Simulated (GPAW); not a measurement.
The system is NaCl.

```
Cl Na
1.0
     0.00000    2.79406    2.79406
     2.79406    0.00000    2.79406
     2.79406    2.79406    0.00000
Cl Na
1 1
Direct
  0.50000 0.50000 0.50000
  0.00000 0.00000 0.00000
```

The cell is a database's computed one.

Base run:

| Quantity | Value |
| --- | --- |
| Program | GPAW 26.7.0 |
| Functional | LDA |
| Potentials or basis | the program's PAW data sets (release 1.2.1) made for this functional |
| Cutoff | 800 eV |
| Basis | pw |
| k mesh | 7 × 7 × 7 |
| Occupations | fermi-dirac, width 0.05 eV |
| Spin | no spin polarisation |

Its results: band gap on the k mesh 4.80 eV, direct; pressure -1.7 GPa.

Task: The run is repeated on the same cell with these changes: functional from LDA to RPBE. What comes out?

Result: Band gap on the k mesh 5.55 eV, direct; pressure 3.4 GPa.

RPBE binds less tightly than LDA, so the same cell stands under more pressure.

Not every run made on this cell is shown here.
